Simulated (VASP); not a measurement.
# Sn (Immm) in VASP: a series of runs

One crystal, Sn, is run at these levels: PBE; tasks: single point.

Everything below comes from runs of VASP 6.6.1. Logs are shortened: lines on timing, memory, paths and dates and some standing lists are left out, and cuts for length are marked.

**1. The structure**

Symmetry: Immm, No. 71, orthorhombic system. Conventional cell: a = 3.453 Å, b = 3.551 Å, c = 4.677 Å, α = 90.00°, β = 90.00°, γ = 90.00°. Sn (site symmetry mmm) is surrounded by 12 Sn at 3.41 to 3.55 Å.

This isn't the form of Sn at room conditions, which is tetragonal (white tin).

**2. Single point, PBE**

Input file INCAR:

```
SYSTEM = Sn
ADDGRID = .FALSE.
ALGO = Normal
EDIFF = 1E-7
ENCUT = 450
GGA = PE
ISIF = 2
ISMEAR = 1
LASPH = .TRUE.
LCHARG = .FALSE.
LREAL = .FALSE.
LWAVE = .FALSE.
NELM = 100
PREC = Low
SIGMA = 0.2
```

Input file KPOINTS:

```
k-points
0
G
  12 12 12
  0 0 0
```

Input file POSCAR:

```
Sn
1.0
   -1.6810770000      1.7214010000      2.3373330000
    1.7271670000     -1.7623000000      2.4024190000
    1.7145940000      1.7948920000     -2.3683880000
Sn
1
Direct
    0.0245380000     -0.0183670000      0.0024320000
```

Potentials or basis: VASP PAW PBE potentials, release 64 (Sn).

Command:

```
cat potpaw_PBE.64/Sn/POTCAR > POTCAR
mpirun -np 1 vasp_std > vasp.out
```

OUTCAR:

```text
SYSTEM = Sn
   EDIFF = 1E-7
   ENCUT = 450
   GGA = PE
   ISIF = 2
   ISMEAR = 1
   LASPH = .TRUE.
   LREAL = .FALSE.
   NELM = 100
   PREC = Low

 Found    868 irreducible k-points:

 Following reciprocal coordinates:
            Coordinates               Weight
  0.000000  0.000000  0.000000      1.000000
  0.083333  0.000000  0.000000      2.000000
  0.166667  0.000000  0.000000      2.000000
  0.250000  0.000000  0.000000      2.000000
  0.333333  0.000000  0.000000      2.000000
  0.416667  0.000000  0.000000      2.000000
   k-points           NKPTS =    868   k-points in BZ     NKDIM =    868   number of bands    NBANDS=      6
   number of dos      NEDOS =    301   number of ions     NIONS =      1
   total plane-waves  NPLWV =   5832
   dimension x,y,z NGX =    18 NGY =   18 NGZ =   18
   dimension x,y,z NGXF=    18 NGYF=   18 NGZF=   18
   ions per type =               1
   NGX,Y,Z   is equivalent  to a cutoff of   8.92,  8.69,  8.72 a.u.
   NGXF,Y,Z  is equivalent  to a cutoff of   8.92,  8.69,  8.72 a.u.
 SYSTEM =  Sn
   PREC   = low       normal or accurate (medium, high low for compatibility)
   ISTART =      0    job   : 0-new  1-cont  2-samecut
   ICHARG =      2    charge: 1-file 2-atom 10-const
   ISPIN  =      1    spin polarized calculation?
   LNONCOLLINEAR =      F non collinear calculations
   LSORBIT =      F    spin-orbit coupling
   LASPH  =      T    aspherical Exc in radial PAW
   ENCUT  =  450.0 eV  33.07 Ry    5.75 a.u.   5.80  5.96  5.93*2*pi/ulx,y,z
   NELM   =    100;   NELMIN=  2; NELMDL= -5     # of ELM steps
   EDIFF  = 0.1E-06   stopping-criterion for ELM
   LREAL  =      F    real-space projection
   EDIFFG = 0.1E-05   stopping-criterion for IOM
   NSW    =      0    number of steps for IOM
   IBRION =     -1    ionic relax: 0-MD 1-quasi-New 2-CG
   NFREE  =      0    steps in history (QN), initial steepest desc. (CG)
   ISIF   =      2    stress and relaxation
   ISYM   =      2    0-nonsym 1-usesym 2-fastsym
   POTIM  = 0.5000    time-step for ionic-motion
   TEBEG  =    0.0;   TEEND  =   0.0 temperature during run
   PSTRESS=    0.0 pullay stress
   NELECT =       4.0000    total number of electrons
   NUPDOWN=      -1.0000    fix difference up-down
   EMIN   =  10.00;   EMAX   =-10.00  energy-range for DOS
   EFERMI =   0.00;   METHOD = LEGACY
   ISMEAR =     1;   SIGMA  =   0.20  broadening in eV -4-tet -1-fermi 0-gaus
   EFERMI_NEDOS =   21; number of points for ismear=-14 and -15
   IALGO  =     38    algorithm
   IMIX   =      4    mixing-type and parameters
     AMIX     =   0.40;   BMIX     =  1.00
     AMIX_MAG =   1.60;   BMIX_MAG =  1.00
  volume/ion in A,a.u.               =      28.67       193.50
  Fermi-wavevector in a.u.,A,eV,Ry     =   0.849055  1.604482  9.808370  0.720895
  Thomas-Fermi vector in A             =   1.964816
   LORBIT       =      0    0 simple, 1 ext, 2 COOP (PROOUT), +10 PAW based schemes
   GGA     = PE    functional components
   LHFCALC =     F    Hartree Fock is set to
   AEXX    =    0.0000 exact exchange contribution
   IVDW    =     0    specifies the selected vdW correction
   LEPSILON=     F    determine dielectric tensor
   LRPA    =     F    only Hartree local field effects (RPA)
 non-spin polarized calculation
 Methfessel and Paxton  Order N= 1 SIGMA  =   0.20
  energy-cutoff  :      450.00
  volume of cell :       28.67
 maximum number of plane-waves:       636
   NGX = 11   NGY = 11   NGZ = 11

 number of electron       4.0000004 magnetization

 Free energy of the ion-electron system (eV)
  ---------------------------------------------------
  ext. energy  EPLUGINS =         0.00000000
  ---------------------------------------------------
  free energy    TOTEN  =        -3.76457271 eV

  energy without entropy =       -3.76389407  energy(sigma->0) =       -3.76434650

 E-fermi :   4.9323     XC(G=0):  -9.9665

 val. band max:        4.9306850679   @ k =   0.2500  -0.1667   0.3333
 cond. band min:       4.9416633818   @ k =  -0.2500  -0.1667   0.4167
 fundamental gap:      0.0109783139
 Fermi energy:         4.9323113552

 k-point     1 :       0.0000    0.0000    0.0000
  band No.  band energies     occupation
      1      -5.8271      2.00000
      2      11.8339      0.00000
      3      12.2029      0.00000
      4      12.5655      0.00000
      5      15.5969      0.00000
      6      15.7598      0.00000

 k-point     2 :       0.0833    0.0000    0.0000
  band No.  band energies     occupation
      1      -5.6897      2.00000
      2      10.8760      0.00000
      3      11.7143      0.00000
      4      12.2083      0.00000
      5      14.8646      0.00000
      6      16.1489      0.00000

 k-point     3 :       0.1667    0.0000    0.0000
  band No.  band energies     occupation
      1      -5.2779      2.00000
      2       8.3925     -0.00000
      3      11.3962      0.00000
      4      11.6472      0.00000
      5      14.4548      0.00000
      6      16.7791      0.00000

 k-point     4 :       0.2500    0.0000    0.0000
  band No.  band energies     occupation
      1      -4.5952      2.00000
      2       5.8818     -0.00000
      3      11.0373      0.00000
      4      11.1078      0.00000
      5      14.2318      0.00000
      6      16.1834      0.00000

 k-point     5 :       0.3333    0.0000    0.0000
  band No.  band energies     occupation
      1      -3.6566      2.00000
      2       3.5790      2.00000
      3      10.5867      0.00000
      4      10.8420      0.00000
      5      14.1876      0.00000
      6      15.5098      0.00000

 k-point     6 :       0.4167    0.0000    0.0000
  band No.  band energies     occupation
      1      -2.5344      2.00000
      2       1.6209      2.00000
      3      10.2844      0.00000
      4      10.6946      0.00000
      5      14.3097      0.00000
      6      15.0784      0.00000

 [... further k-points ...]

------------------------ aborting loop because EDIFF is reached ----------------------------------------

  FORCE on cell =-STRESS in cart. coord.  units (eV):
  Direction    XX          YY          ZZ          XY          YZ          ZX
  --------------------------------------------------------------------------------------
  -------------------------------------------------------------------------------------
  Total       -0.1960502     -0.2348638     -0.2841958      0.0352553     -0.0503996      0.0295089
  in kB      -10.9547190    -13.1235124    -15.8800423      1.9699662     -2.8161821      1.6488717
  external PRESSURE =     -13.3194246 kB  Pullay stress =       0.0000000 kB

 VOLUME and BASIS-vectors are now :
 -----------------------------------------------------------------------------
  energy-cutoff  :      450.00
  volume of cell :       28.67
      direct lattice vectors                 reciprocal lattice vectors
    -1.681077000  1.721401000  2.337333000    -0.004822354  0.286321943  0.213499049
     1.727167000 -1.762300000  2.402419000     0.288499269 -0.000911461  0.208168231
     1.714594000  1.794892000 -2.368388000     0.287885548  0.281643047 -0.000369160

 POSITION                                       TOTAL-FORCE (eV/Angst)
 -----------------------------------------------------------------------------------
      1.65836     -1.68333      2.40989        -0.000000     -0.000000      0.000000
 -----------------------------------------------------------------------------------
    total drift:                                0.000117     -0.000091      0.000062

  FREE ENERGIE OF THE ION-ELECTRON SYSTEM (eV)
  ---------------------------------------------------
  free  energy   TOTEN  =        -3.7645727091 eV

  energy  without entropy=       -3.7638940723  energy(sigma->0) =       -3.76434650
```

It took 20 s on 1 thread of Intel Xeon 6975P-C (Granite Rapids), shared host; peak memory 0.21 GiB.

These settings aren't checked as converged: the numbers below hold their error.

Results:

```yaml
Free_energy: -3.7646 eV
Pressure: -1.3 GPa
Band_gap_on_the_k_mesh: none (metal or under the smearing width)
```

**3. Single point, PBE**

Edit INCAR of step 2 so:

```diff
@@ -13,3 +13,3 @@
 NELM = 100
-PREC = Low
+PREC = Normal
 SIGMA = 0.2
```

KPOINTS is that of step 2.

Input file POSCAR:

```
Sn
1.0
   -1.7265390000      1.7755470000      2.3383420000
    1.7265390000     -1.7755470000      2.3383420000
    1.7265390000      1.7755470000     -2.3383420000
Sn
1
Direct
    0.0000000000      0.0000000000      0.0000000000
```

Potentials or basis: VASP PAW PBE potentials, release 64 (Sn).

Command:

```
cat potpaw_PBE.64/Sn/POTCAR > POTCAR
mpirun -np 1 vasp_std > vasp.out
```

OUTCAR:

```text
SYSTEM = Sn
   EDIFF = 1E-7
   ENCUT = 450
   GGA = PE
   ISIF = 2
   ISMEAR = 1
   LASPH = .TRUE.
   LREAL = .FALSE.
   NELM = 100
   PREC = Normal

 Found    280 irreducible k-points:

 Following reciprocal coordinates:
            Coordinates               Weight
  0.000000  0.000000  0.000000      1.000000
  0.083333  0.000000 -0.000000      4.000000
  0.166667  0.000000 -0.000000      4.000000
  0.250000  0.000000 -0.000000      4.000000
  0.333333  0.000000  0.000000      4.000000
  0.416667  0.000000 -0.000000      4.000000
   k-points           NKPTS =    280   k-points in BZ     NKDIM =    280   number of bands    NBANDS=      6
   number of dos      NEDOS =    301   number of ions     NIONS =      1
   total plane-waves  NPLWV =   5832
   dimension x,y,z NGX =    18 NGY =   18 NGZ =   18
   dimension x,y,z NGXF=    36 NGYF=   36 NGZF=   36
   ions per type =               1
   NGX,Y,Z   is equivalent  to a cutoff of   8.79,  8.79,  8.79 a.u.
   NGXF,Y,Z  is equivalent  to a cutoff of  17.57, 17.57, 17.57 a.u.
 SYSTEM =  Sn
   PREC   = normal    normal or accurate (medium, high low for compatibility)
   ISTART =      0    job   : 0-new  1-cont  2-samecut
   ICHARG =      2    charge: 1-file 2-atom 10-const
   ISPIN  =      1    spin polarized calculation?
   LNONCOLLINEAR =      F non collinear calculations
   LSORBIT =      F    spin-orbit coupling
   LASPH  =      T    aspherical Exc in radial PAW
   ENCUT  =  450.0 eV  33.07 Ry    5.75 a.u.   5.89  5.89  5.89*2*pi/ulx,y,z
   NELM   =    100;   NELMIN=  2; NELMDL= -5     # of ELM steps
   EDIFF  = 0.1E-06   stopping-criterion for ELM
   LREAL  =      F    real-space projection
   EDIFFG = 0.1E-05   stopping-criterion for IOM
   NSW    =      0    number of steps for IOM
   IBRION =     -1    ionic relax: 0-MD 1-quasi-New 2-CG
   NFREE  =      0    steps in history (QN), initial steepest desc. (CG)
   ISIF   =      2    stress and relaxation
   ISYM   =      2    0-nonsym 1-usesym 2-fastsym
   POTIM  = 0.5000    time-step for ionic-motion
   TEBEG  =    0.0;   TEEND  =   0.0 temperature during run
   PSTRESS=    0.0 pullay stress
   NELECT =       4.0000    total number of electrons
   NUPDOWN=      -1.0000    fix difference up-down
   EMIN   =  10.00;   EMAX   =-10.00  energy-range for DOS
   EFERMI =   0.00;   METHOD = LEGACY
   ISMEAR =     1;   SIGMA  =   0.20  broadening in eV -4-tet -1-fermi 0-gaus
   EFERMI_NEDOS =   21; number of points for ismear=-14 and -15
   IALGO  =     38    algorithm
   IMIX   =      4    mixing-type and parameters
     AMIX     =   0.40;   BMIX     =  1.00
     AMIX_MAG =   1.60;   BMIX_MAG =  1.00
  volume/ion in A,a.u.               =      28.67       193.50
  Fermi-wavevector in a.u.,A,eV,Ry     =   0.849055  1.604482  9.808370  0.720895
  Thomas-Fermi vector in A             =   1.964816
   LORBIT       =      0    0 simple, 1 ext, 2 COOP (PROOUT), +10 PAW based schemes
   GGA     = PE    functional components
   LHFCALC =     F    Hartree Fock is set to
   AEXX    =    0.0000 exact exchange contribution
   IVDW    =     0    specifies the selected vdW correction
   LEPSILON=     F    determine dielectric tensor
   LRPA    =     F    only Hartree local field effects (RPA)
 non-spin polarized calculation
 Methfessel and Paxton  Order N= 1 SIGMA  =   0.20
  energy-cutoff  :      450.00
  volume of cell :       28.67
 maximum number of plane-waves:       634
   NGX = 11   NGY = 11   NGZ = 11

 number of electron       4.0000000 magnetization

 Free energy of the ion-electron system (eV)
  ---------------------------------------------------
  ext. energy  EPLUGINS =         0.00000000
  ---------------------------------------------------
  free energy    TOTEN  =        -3.76421528 eV

  energy without entropy =       -3.76315596  energy(sigma->0) =       -3.76386217

 E-fermi :   4.9442     XC(G=0):  -9.9666

 val. band max:        4.9318948887   @ k =   0.2500   0.0833  -0.0000
 cond. band min:       4.9666004553   @ k =   0.4167  -0.4167   0.1667
 fundamental gap:      0.0347055665
 Fermi energy:         4.9441962212

 k-point     1 :       0.0000    0.0000    0.0000
  band No.  band energies     occupation
      1      -5.8263      2.00000
      2      11.9799      0.00000
      3      12.1204      0.00000
      4      12.5293      0.00000
      5      15.5904      0.00000
      6      15.8004      0.00000

 k-point     2 :       0.0833    0.0000   -0.0000
  band No.  band energies     occupation
      1      -5.6920      2.00000
      2      10.6154      0.00000
      3      11.9433      0.00000
      4      12.2620      0.00000
      5      14.9265      0.00000
      6      16.3544      0.00000
[... 28 lines left out ...]
 k-point     6 :       0.4167    0.0000   -0.0000
  band No.  band energies     occupation
      1      -2.6321      2.00000
      2       1.5362      2.00000
      3      10.3021      0.00000
      4      10.9920      0.00000
      5      14.4293      0.00000
      6      15.1058      0.00000

 [... further k-points ...]

------------------------ aborting loop because EDIFF is reached ----------------------------------------

  FORCE on cell =-STRESS in cart. coord.  units (eV):
  Direction    XX          YY          ZZ          XY          YZ          ZX
  --------------------------------------------------------------------------------------
  -------------------------------------------------------------------------------------
  Total       -0.1424300     -0.2755403     -0.2905448     -0.0000000      0.0000000      0.0000000
  in kB       -7.9585791    -15.3963996    -16.2348084     -0.0000000      0.0000000      0.0000000
  external PRESSURE =     -13.1965957 kB  Pullay stress =       0.0000000 kB

 VOLUME and BASIS-vectors are now :
 -----------------------------------------------------------------------------
  energy-cutoff  :      450.00
  volume of cell :       28.67
      direct lattice vectors                 reciprocal lattice vectors
    -1.726539000  1.775547000  2.338342000     0.000000000  0.281603359  0.213826720
     1.726539000 -1.775547000  2.338342000     0.289596702  0.000000000  0.213826720
     1.726539000  1.775547000 -2.338342000     0.289596702  0.281603359  0.000000000

 POSITION                                       TOTAL-FORCE (eV/Angst)
 -----------------------------------------------------------------------------------
      0.00000      0.00000      0.00000         0.000000      0.000000      0.000000
 -----------------------------------------------------------------------------------
    total drift:                                0.000000      0.000000     -0.000000

  FREE ENERGIE OF THE ION-ELECTRON SYSTEM (eV)
  ---------------------------------------------------
  free  energy   TOTEN  =        -3.7642152759 eV

  energy  without entropy=       -3.7631559560  energy(sigma->0) =       -3.76386217
```

stdout:

```text
POSCAR found type information on POSCAR Sn
 POSCAR found :  1 types and       1 ions
 scaLAPACK will be used
 LDA part: xc-table for (Slater+PW92), standard interpolation
 POSCAR, INCAR and KPOINTS ok, starting setup
 FFT: planning ... GRIDC
 FFT: planning ... GRID_SOFT
 FFT: planning ... GRID
 WAVECAR not read
 entering main loop
```

It took 8.1 s on 1 thread of Intel Xeon 6975P-C (Granite Rapids), shared host; peak memory 0.14 GiB.

The run converged, but some of its settings lie outside the range that counts as converged, so its numbers aren't taken as properties of the crystal.

Results:

```yaml
Free_energy: -3.7642 eV
Pressure: -1.3 GPa
Band_gap_on_the_k_mesh: none (metal or under the smearing width)
```

**4. The reference run**

An earlier run on the cell as given: functional PBE; potentials or basis VASP PAW PBE potentials, release 64 (Sn_d); cutoff 520 eV; k mesh 11 × 11 × 11; occupations fermi-dirac, width 0.05 eV; no spin polarisation.

* Pressure: -1.1 GPa
* Band gap on the k mesh: none (metal or under the smearing width)
